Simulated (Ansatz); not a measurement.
# SnS2: the cost of one run

Method: DFT PBE+D3(BJ), scalar-relativistic, plane waves, PAW, in Ansatz 0.2.0.

6 further runs of the same task are left out: 3 that didn't finish, 3 set aside as unsound or not needed. Runs told in other sessions of the task aren't counted.

**1. The starting structure**

Symmetry: P-3m1, No. 164, trigonal system. The conventional cell has a = 3.670 Å, b = 3.670 Å, c = 5.800 Å, α = 90.00°, β = 90.00°, γ = 120.00°. Sn (site symmetry -3m) has 6 S at 2.58 Å in its first shell of neighbours. S (site symmetry 3m) is surrounded by 3 Sn at 2.58 Å.

Coordinates:

```xyz
3
Lattice="3.6697 0.0000 0.0000 -1.8349 3.1781 0.0000 0.0000 0.0000 5.7999" Properties=species:S:1:pos:R:3 pbc="T T T"
Sn    0.0000    0.0000    0.0000
S     1.8349    1.0594    1.4781
S     0.0000    2.1187    4.3218
```

It is the result of an earlier relaxation at this level (volume 22.55 Å³/atom; gap on the mesh: 1.24 eV).

**2. The film's bulk: ZrS**

Relaxed beforehand at this level: -2544.8549 eV/atom, gap on the mesh none (metal).

```
Zr S
1.0
     0.00000    2.58392    2.58392
     2.58392    0.00000    2.58392
     2.58392    2.58392    0.00000
Zr S
1 1
Cartesian
  0.0000 0.0000 0.0000
  2.5839 2.5839 2.5839
```

**3. Band edges and mean potential of the bulk**

input.yaml reads:

```yaml
crystal:
  lattice:
    - [3.6697414822, 0.0, 0.0]
    - [-1.8348707411, 3.1780893489, 0.0]
    - [0.0, 0.0, 5.7999210002]
  atoms:
    - { symbol: Sn, position: [0.0, 0.0, 0.0] }
    - { symbol: S, position: [0.6666666667, 0.3333333333, 0.2548559195] }
    - { symbol: S, position: [0.3333333333, 0.6666666667, 0.7451440805] }
basis:
  ecutwfc: 420
kpoints:
  mp_grid: { grid: [12, 12, 6] }
  band_path: { path: [VBM, CBM], npoints: 2 }
hamiltonian:
  xc: pbe
  dispersion: d3bj
scf:
  occupations: { method: gaussian, width: 0.02 }
output:
  forces: true
  stress: true
  eigenvalues: true
  write_density: true
  write_potential: true
  elf: true
  volumetric_format: npy
```

Launch:

```console
$ ansatz run input.yaml --threads 4 --pin off --max-ram 10240MiB --backend cpu --events-out ev --progress --plain --runs-dir out
```

What time and memory should one allow on 4 threads of Arm Neoverse V2, shared host?

About 3.9 s, with a peak of 0.41 GiB.
